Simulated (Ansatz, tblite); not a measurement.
## A script for BaF2 (GFN2-xTB)

These are simulated results from tblite 0.8.0, not measurements. The cell began as a measured structure and was relaxed with r2SCAN in plane waves (Ansatz 0.2.0). All runs are without spin polarisation.

It is cubic, Fm-3m (No. 225); conventional cell a = 6.194 Å, 19.81 Å³ an atom. Ba is surrounded by 8 F at 2.68 Å; F is surrounded by 4 Ba at 2.68 Å.

tblite solves periodic systems at the zone centre alone, so the script builds a cluster of 2×2×2 conventional cells (96 atoms), which folds in a coarse mesh of k points.

Input script:

```python
import json
from ase import Atoms
from ase.build import make_supercell
from ase.units import Bohr, GPa, Hartree
from tblite.interface import Calculator

atoms = Atoms(['Ba', 'F', 'F'],
              cell=[[0.0, 3.09716124, 3.09716124], [3.09716124, 0.0, 3.09716124], [3.09716124, 3.09716124, 0.0]],
              scaled_positions=[[0.0, 0.0, 0.0], [0.25, 0.25, 0.25], [0.75, 0.75, 0.75]],
              pbc=True)
cluster = make_supercell(atoms, [[-2, 2, 2], [2, -2, 2], [2, 2, -2]])
calc = Calculator('GFN2-xTB', cluster.numbers, cluster.positions / Bohr, lattice=cluster.cell[:] / Bohr, periodic=cluster.pbc)
calc.set('temperature', 0.02 / Hartree)
calc.set('max-iter', 150)
res = calc.singlepoint()
levels = res.get('orbital-energies') * Hartree
nv = round(res.get('orbital-occupations').sum() / 2)
cells = len(cluster) // len(atoms)
out = {'energy_per_cell': res.get('energy') * Hartree / cells, 'homo': levels[nv - 1], 'lumo': levels[nv],
       'stress': (-res.get('virial') * Hartree / cluster.get_volume() / GPa).tolist(), 'charges': res.get('charges')[:len(atoms)].tolist(), 'electrons': 2 * nv / cells}
json.dump(out, open('results.json', 'w'))
for key, value in out.items():
    print(key, value)
```

Command: `python run.py`. It took 7.9 s on 1 thread of Arm Neoverse V2 (shared host), peak memory 0.13 GiB.

The log:

```
------------------------------------------------------------
  cycle        total energy    energy error   density error
------------------------------------------------------------
      1     -301.2110129138  -3.0125552E+02   4.2289925E-01
      2     -318.5846710470  -1.7373658E+01   2.1774268E-01
      3     -320.2077620103  -1.6230910E+00   1.0623084E-01
      4     -316.4688711339   3.7388909E+00   1.6836184E-01
      5     -308.2191449102   8.2497262E+00   2.7104973E-01
      6     -310.3751798995  -2.1560350E+00   2.4056876E-01
      7     -322.4807179063  -1.2105538E+01   5.1288599E-03
      8     -322.1681429582   3.1257495E-01   3.7209557E-02
      9     -322.1282475115   3.9895447E-02   3.9228000E-02
     10     -322.2833454973  -1.5509799E-01   2.9578269E-02
     11     -322.4406709398  -1.5732544E-01   1.3836152E-02
     12     -322.4764325194  -3.5761580E-02   5.2388442E-03
     13     -322.4791788752  -2.7463558E-03   3.8281558E-03
     14     -322.4806965767  -1.5177016E-03   2.7955318E-03
     15     -322.4824733197  -1.7767429E-03   5.9560987E-05
     16     -322.4824728270   4.9267459E-07   6.6491791E-05
     17     -322.4824735826  -7.5556272E-07   3.3912877E-05
     18     -322.4824736241  -4.1541455E-08   3.0085718E-05
     19     -322.4824738085  -1.8438317E-07   8.9856258E-06
------------------------------------------------------------

 total:                                   7.459 sec
energy_per_cell -274.22484627798394
homo -14.42432660449908
lumo -11.692265855077041
stress [[-7.357032863075983, -2.622215629116908e-07, -2.6222148901812923e-07], [-2.6222156252729196e-07, -7.3570328630757995, -2.6222175152077865e-07], [-2.6222148913779217e-07, -2.622217515191826e-07, -7.357032863076218]]
charges [0.45537188663952455, -0.22769235570789692, -0.2276892206452581]
electrons 16.0
```

The cycle table is in hartree for the whole cluster, and the lines after it are in eV (the energy for one cell). The printed stress is in GPa and positive in compression, and the pressure is its mean diagonal.

GFN2-xTB gives a gap of 2.73 eV. On the same cell, plane-wave PBE (Ansatz, 8×8×8 k points and the special points) gives a gap of 6.84 eV and r2SCAN a gap of 7.41 eV; on shared hosts these took about 1.8 and 4.7 core-seconds on the 3-atom cell, against 7.9 for the script. Spin-orbit coupling, left out in all these runs, can cut or reorder the gap by tenths of an eV, up to about 1 eV with Pb or Bi. xTB was fitted to molecules, so gaps, charges and pressures of solids can be far off, and the gap also depends on the size of the cluster.

The same script was run on cells scaled at fixed shape and fractional coordinates:

| volume (Å³/atom) | energy (meV/atom) | pressure (GPa, positive in compression) | gap (eV) |
| --- | --- | --- | --- |
| 17.43 | -118.5 | -8.61 | 3.29 |
| 18.62 | -56.9 | -8.00 | 2.99 |
| 19.81 | 0.0 | -7.36 | 2.73 |
| 20.99 | 52.0 | -6.75 | 2.51 |
| 22.18 | 100.0 | -6.19 | 2.31 |

The minimum lies beyond the smallest of these volumes.

xTB was fitted mostly to molecules, and a small cluster samples few k points, so gaps, pressures and kinks along a curve can be far from a solid's.

The runs are scalar-relativistic, without spin-orbit coupling.
